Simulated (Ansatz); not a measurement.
Born–Oppenheimer molecular dynamics of a periodic cell of 16 atoms, WC (start crystal WC, start structure P-6m2, volume 1.1 times the crystal's). It goes on from the last frame of an earlier run, with new velocities.

Method: DFT PBE-D3(BJ), scalar-relativistic, plane waves, PAW (Ansatz 0.2.0). Settings: PAW set soft_1, cutoff 420 eV, k mesh 2x2x2, fermi-dirac smearing 0.24 eV, no spin polarisation.

- ensemble: NVT, Langevin thermostat
- time step: 1.5 fs
- steps asked: 240
- set temperature: 1680 K
- friction: 0.01 /fs
- seed: 97427

Frames 3 fs apart, positions in Å, forces in eV/Å.

Velocities at 135 fs (Å/ps):

```
W 3.48 -1.40 0.28
C 15.03 1.21 3.28
W -0.73 0.49 -2.08
C -15.91 0.56 -4.97
W -2.55 2.13 -6.23
C 9.49 9.04 -2.38
W 2.16 2.81 1.00
C 12.23 -20.42 -7.94
W 3.31 -2.09 2.04
C 6.51 -21.39 -1.04
W -5.76 -3.61 1.50
C -6.90 -2.00 -13.42
W -2.18 0.70 5.66
C -13.60 4.60 4.16
W -1.97 -2.97 -2.48
C 0.73 -8.90 15.40
```

```xyz
16
Lattice="-2.9892 -5.1774 0.0000 4.4838 -2.5887 0.0000 0.0000 0.0000 5.8493" Properties=species:S:1:pos:R:3:forces:R:3 time_fs=135 energy_less_start_eV=-1.228 T=1734
W 0.021 -5.019 0.085 -1.14 -3.19 -1.19
C 1.641 -4.541 1.549 -1.84 2.18 0.71
W 0.107 -5.320 2.890 -2.76 3.82 2.12
C 1.523 -4.440 4.469 0.55 1.16 -0.59
W -1.494 -2.675 0.176 -0.11 0.86 -3.49
C -0.064 -1.676 1.327 0.44 -0.76 3.02
W -1.486 -2.702 3.038 0.62 0.67 0.29
C 0.099 -1.586 4.520 -1.13 -1.66 -1.00
W 1.420 -2.677 0.114 1.24 2.64 -1.67
C 2.811 -1.551 1.357 1.06 -2.84 1.22
W 1.601 -2.658 3.001 -2.34 1.13 0.57
C 2.919 -1.447 4.481 0.42 -3.77 0.05
W -0.098 0.023 0.116 1.15 0.32 -1.91
C -1.550 -4.364 1.508 -0.13 0.05 0.68
W -0.207 -0.011 2.964 3.98 -1.12 1.00
C -1.547 -4.359 4.435 0.00 0.50 0.21
16
Lattice="-2.9892 -5.1774 0.0000 4.4838 -2.5887 0.0000 0.0000 0.0000 5.8493" Properties=species:S:1:pos:R:3:forces:R:3 time_fs=138 energy_less_start_eV=-1.417 T=1870
W 0.033 -5.023 0.085 -1.64 -3.48 -0.90
C 1.683 -4.537 1.554 -2.63 2.17 0.67
W 0.104 -5.319 2.883 -2.66 3.50 1.90
C 1.484 -4.433 4.461 1.04 0.97 -0.61
W -1.503 -2.668 0.156 0.45 0.52 -3.03
C -0.036 -1.661 1.325 0.10 -1.24 2.95
W -1.482 -2.694 3.041 0.54 0.18 0.42
C 0.135 -1.653 4.493 -1.63 -0.88 -0.73
W 1.430 -2.682 0.119 0.94 2.41 -1.92
C 2.826 -1.627 1.360 1.07 -1.54 1.44
W 1.585 -2.668 3.005 -2.16 1.23 0.41
C 2.906 -1.471 4.441 0.55 -3.51 0.48
W -0.105 0.025 0.134 1.48 -0.03 -2.73
C -1.593 -4.351 1.519 0.52 -0.08 0.54
W -0.213 -0.022 2.956 4.14 -1.01 1.34
C -1.551 -4.378 4.483 -0.11 0.78 -0.21
16
Lattice="-2.9892 -5.1774 0.0000 4.4838 -2.5887 0.0000 0.0000 0.0000 5.8493" Properties=species:S:1:pos:R:3:forces:R:3 time_fs=141 energy_less_start_eV=-1.599 T=1978
W 0.043 -5.026 0.086 -2.01 -3.64 -0.71
C 1.704 -4.521 1.556 -3.02 1.99 0.61
W 0.100 -5.320 2.875 -2.52 3.05 1.96
C 1.457 -4.419 4.451 1.26 0.67 -0.56
W -1.512 -2.661 0.136 0.88 0.27 -2.39
C -0.012 -1.648 1.344 -0.16 -1.69 2.63
W -1.477 -2.686 3.042 0.37 -0.24 0.42
C 0.161 -1.726 4.464 -2.11 -0.12 -0.41
W 1.438 -2.686 0.123 0.72 2.12 -1.99
C 2.854 -1.710 1.375 0.74 -0.27 1.60
W 1.568 -2.681 3.009 -1.92 1.26 0.11
C 2.905 -1.524 4.415 0.59 -2.80 0.65
W -0.113 0.024 0.150 1.86 -0.35 -3.43
C -1.632 -4.343 1.531 1.08 -0.08 0.45
W -0.221 -0.032 2.949 4.35 -0.93 1.68
C -1.559 -4.377 4.536 -0.11 0.75 -0.62
16
Lattice="-2.9892 -5.1774 0.0000 4.4838 -2.5887 0.0000 0.0000 0.0000 5.8493" Properties=species:S:1:pos:R:3:forces:R:3 time_fs=144 energy_less_start_eV=-1.800 T=2002
W 0.052 -5.030 0.084 -2.27 -3.62 -0.58
C 1.692 -4.486 1.558 -2.73 1.47 0.43
W 0.095 -5.319 2.869 -2.41 2.59 2.11
C 1.439 -4.402 4.435 1.27 0.28 -0.35
W -1.521 -2.652 0.117 1.09 0.16 -1.53
C 0.016 -1.649 1.382 -0.43 -1.86 2.07
W -1.472 -2.675 3.043 0.06 -0.53 0.23
C 0.173 -1.787 4.444 -2.51 0.47 -0.08
W 1.446 -2.691 0.126 0.56 1.94 -1.90
C 2.899 -1.791 1.397 -0.06 0.87 1.69
W 1.548 -2.697 3.016 -1.57 1.35 -0.29
C 2.905 -1.593 4.395 0.60 -1.93 0.77
W -0.120 0.023 0.164 2.39 -0.80 -3.91
C -1.658 -4.334 1.550 1.44 -0.06 0.29
W -0.225 -0.041 2.943 4.62 -0.88 2.05
C -1.569 -4.363 4.584 -0.04 0.55 -0.97
16
Lattice="-2.9892 -5.1774 0.0000 4.4838 -2.5887 0.0000 0.0000 0.0000 5.8493" Properties=species:S:1:pos:R:3:forces:R:3 time_fs=147 energy_less_start_eV=-1.892 T=1922
W 0.060 -5.035 0.080 -2.44 -3.44 -0.48
C 1.645 -4.440 1.566 -1.87 0.70 0.07
W 0.090 -5.319 2.865 -2.39 2.26 2.26
C 1.421 -4.371 4.419 1.24 -0.29 -0.03
W -1.527 -2.646 0.099 1.04 0.20 -0.58
C 0.035 -1.661 1.435 -0.61 -1.83 1.30
W -1.467 -2.665 3.046 -0.31 -0.66 -0.08
C 0.168 -1.845 4.424 -2.75 0.94 0.37
W 1.453 -2.699 0.129 0.46 1.95 -1.67
C 2.960 -1.865 1.431 -1.44 1.90 1.58
W 1.528 -2.714 3.023 -1.20 1.55 -0.75
C 2.912 -1.659 4.375 0.52 -1.17 0.98
W -0.127 0.024 0.175 3.11 -1.39 -4.29
C -1.660 -4.326 1.578 1.52 -0.07 -0.01
W -0.227 -0.050 2.937 5.05 -0.92 2.53
C -1.579 -4.345 4.616 0.06 0.28 -1.19
16
Lattice="-2.9892 -5.1774 0.0000 4.4838 -2.5887 0.0000 0.0000 0.0000 5.8493" Properties=species:S:1:pos:R:3:forces:R:3 time_fs=150 energy_less_start_eV=-1.819 T=1789
W 0.065 -5.042 0.075 -2.58 -3.09 -0.47
C 1.585 -4.398 1.576 -0.95 0.00 -0.33
W 0.084 -5.322 2.860 -2.40 1.98 2.50
C 1.414 -4.343 4.401 1.04 -0.93 0.46
W -1.535 -2.640 0.083 1.02 0.22 0.23
C 0.051 -1.680 1.494 -0.78 -1.67 0.48
W -1.462 -2.654 3.047 -0.71 -0.79 -0.34
C 0.146 -1.888 4.409 -2.71 1.22 0.83
W 1.460 -2.706 0.131 0.27 2.00 -1.46
C 3.005 -1.919 1.473 -2.63 2.59 1.10
W 1.507 -2.731 3.032 -0.83 1.88 -1.16
C 2.916 -1.732 4.362 0.43 -0.36 1.19
W -0.133 0.023 0.185 3.62 -1.78 -4.47
C -1.651 -4.314 1.604 1.45 -0.15 -0.34
W -0.225 -0.054 2.933 5.53 -1.07 3.11
C -1.596 -4.326 4.638 0.23 -0.04 -1.33
16
Lattice="-2.9892 -5.1774 0.0000 4.4838 -2.5887 0.0000 0.0000 0.0000 5.8493" Properties=species:S:1:pos:R:3:forces:R:3 time_fs=153 energy_less_start_eV=-1.629 T=1613
W 0.067 -5.050 0.071 -2.72 -2.71 -0.48
C 1.515 -4.362 1.588 0.01 -0.58 -0.73
W 0.075 -5.325 2.855 -2.42 1.70 2.73
C 1.415 -4.330 4.388 0.78 -1.41 0.94
W -1.541 -2.636 0.068 0.97 0.21 0.88
C 0.085 -1.704 1.551 -1.18 -1.37 -0.28
W -1.457 -2.644 3.049 -1.18 -0.99 -0.56
C 0.099 -1.919 4.388 -2.23 1.37 1.39
W 1.469 -2.710 0.131 -0.06 2.00 -1.33
C 3.020 -1.969 1.526 -3.17 2.96 0.22
W 1.486 -2.746 3.041 -0.46 2.26 -1.41
C 2.918 -1.796 4.357 0.29 0.30 1.43
W -0.139 0.020 0.192 3.74 -1.92 -4.27
C -1.631 -4.308 1.631 1.22 -0.22 -0.67
W -0.223 -0.061 2.932 6.00 -1.22 3.61
C -1.618 -4.308 4.658 0.40 -0.37 -1.47
16
Lattice="-2.9892 -5.1774 0.0000 4.4838 -2.5887 0.0000 0.0000 0.0000 5.8493" Properties=species:S:1:pos:R:3:forces:R:3 time_fs=156 energy_less_start_eV=-1.412 T=1506
W 0.070 -5.061 0.066 -2.91 -2.39 -0.47
C 1.444 -4.333 1.595 0.83 -0.99 -1.00
W 0.063 -5.327 2.854 -2.38 1.41 2.90
C 1.419 -4.330 4.388 0.53 -1.59 1.17
W -1.544 -2.633 0.053 0.85 0.15 1.35
C 0.104 -1.723 1.598 -1.44 -1.12 -0.91
W -1.453 -2.636 3.048 -1.77 -1.23 -0.78
C 0.034 -1.937 4.375 -1.28 1.41 1.80
W 1.476 -2.715 0.132 -0.37 2.01 -1.28
C 3.018 -2.006 1.574 -3.36 3.13 -0.61
W 1.465 -2.757 3.047 -0.13 2.51 -1.30
C 2.930 -1.853 4.358 -0.04 0.82 1.59
W -0.142 0.017 0.199 3.63 -1.94 -4.04
C -1.606 -4.300 1.650 0.93 -0.34 -0.91
W -0.219 -0.070 2.933 6.30 -1.20 4.01
C -1.644 -4.298 4.665 0.61 -0.63 -1.53
16
Lattice="-2.9892 -5.1774 0.0000 4.4838 -2.5887 0.0000 0.0000 0.0000 5.8493" Properties=species:S:1:pos:R:3:forces:R:3 time_fs=159 energy_less_start_eV=-1.324 T=1420
W 0.073 -5.071 0.064 -3.20 -2.26 -0.49
C 1.377 -4.307 1.589 1.50 -1.25 -0.90
W 0.050 -5.325 2.856 -2.23 1.05 3.05
C 1.422 -4.343 4.405 0.35 -1.40 1.04
W -1.545 -2.631 0.039 0.68 0.07 1.78
C 0.117 -1.746 1.637 -1.68 -0.81 -1.38
W -1.451 -2.628 3.047 -2.29 -1.53 -0.96
C -0.036 -1.944 4.385 -0.08 1.43 1.88
W 1.482 -2.721 0.132 -0.59 2.09 -1.24
C 3.002 -2.021 1.610 -2.98 3.00 -1.11
W 1.444 -2.766 3.054 0.20 2.57 -0.97
C 2.951 -1.898 4.368 -0.50 1.18 1.59
W -0.144 0.015 0.203 3.36 -1.93 -3.66
C -1.573 -4.302 1.665 0.53 -0.36 -1.08
W -0.211 -0.084 2.936 6.15 -0.92 4.05
C -1.667 -4.288 4.668 0.78 -0.92 -1.58
16
Lattice="-2.9892 -5.1774 0.0000 4.4838 -2.5887 0.0000 0.0000 0.0000 5.8493" Properties=species:S:1:pos:R:3:forces:R:3 time_fs=162 energy_less_start_eV=-1.342 T=1432
W 0.075 -5.082 0.062 -3.52 -2.30 -0.54
C 1.313 -4.288 1.583 2.12 -1.37 -0.70
W 0.037 -5.321 2.860 -2.05 0.67 3.20
C 1.420 -4.354 4.428 0.27 -1.09 0.77
W -1.545 -2.629 0.028 0.42 -0.12 2.18
C 0.117 -1.776 1.666 -1.86 -0.41 -1.67
W -1.447 -2.619 3.044 -2.79 -1.89 -1.08
C -0.116 -1.926 4.418 1.29 1.40 1.60
W 1.488 -2.726 0.131 -0.82 2.18 -1.17
C 2.963 -2.023 1.634 -1.95 2.64 -1.23
W 1.425 -2.772 3.058 0.47 2.56 -0.50
C 2.975 -1.917 4.388 -0.94 1.32 1.44
W -0.143 0.013 0.204 2.95 -1.93 -3.16
C -1.532 -4.319 1.682 -0.03 -0.23 -1.26
W -0.201 -0.100 2.943 5.52 -0.44 3.69
C -1.683 -4.290 4.666 0.92 -0.99 -1.58
16
Lattice="-2.9892 -5.1774 0.0000 4.4838 -2.5887 0.0000 0.0000 0.0000 5.8493" Properties=species:S:1:pos:R:3:forces:R:3 time_fs=165 energy_less_start_eV=-1.309 T=1444
W 0.075 -5.094 0.061 -3.84 -2.42 -0.56
C 1.258 -4.280 1.580 2.67 -1.30 -0.48
W 0.022 -5.319 2.866 -1.77 0.29 3.42
C 1.413 -4.367 4.455 0.30 -0.72 0.41
W -1.545 -2.625 0.019 0.10 -0.44 2.64
C 0.111 -1.799 1.690 -1.97 -0.09 -1.85
W -1.444 -2.612 3.042 -3.17 -2.25 -1.13
C -0.190 -1.897 4.454 2.49 1.45 1.17
W 1.495 -2.731 0.129 -1.14 2.21 -0.98
C 2.911 -2.016 1.653 -0.62 2.19 -1.13
W 1.411 -2.777 3.063 0.65 2.41 -0.16
C 2.984 -1.925 4.428 -1.09 1.35 1.00
W -0.140 0.010 0.204 2.52 -1.92 -2.63
C -1.489 -4.351 1.698 -0.70 0.09 -1.41
W -0.189 -0.116 2.954 4.59 0.17 3.27
C -1.693 -4.294 4.665 0.99 -1.01 -1.58
16
Lattice="-2.9892 -5.1774 0.0000 4.4838 -2.5887 0.0000 0.0000 0.0000 5.8493" Properties=species:S:1:pos:R:3:forces:R:3 time_fs=168 energy_less_start_eV=-1.306 T=1430
W 0.071 -5.106 0.060 -4.07 -2.58 -0.48
C 1.224 -4.277 1.571 2.99 -1.22 -0.13
W 0.006 -5.317 2.872 -1.32 -0.05 3.63
C 1.406 -4.389 4.481 0.37 -0.22 -0.04
W -1.545 -2.618 0.012 -0.15 -0.86 3.09
C 0.098 -1.818 1.693 -1.94 0.15 -1.74
W -1.442 -2.606 3.041 -3.30 -2.49 -1.07
C -0.244 -1.860 4.493 3.25 1.44 0.56
W 1.502 -2.735 0.123 -1.52 2.24 -0.71
C 2.858 -1.995 1.667 0.66 1.69 -0.95
W 1.399 -2.781 3.071 0.75 2.18 -0.12
C 2.979 -1.932 4.472 -0.97 1.34 0.44
W -0.135 0.005 0.202 2.15 -1.85 -2.14
C -1.447 -4.385 1.712 -1.45 0.48 -1.59
W -0.172 -0.131 2.966 3.55 0.75 2.82
C -1.694 -4.300 4.665 0.99 -0.99 -1.57
```

Of the whole run (360 fs, mean temperature of the second half 1669 K): A run of 0.36 ps of so small a system gives no equilibrium averages. Limits of this set-up: coarse k mesh.

The run took 20 min on 1 thread of Arm Neoverse V2, with other jobs on the host, peak memory 0.53 GiB.
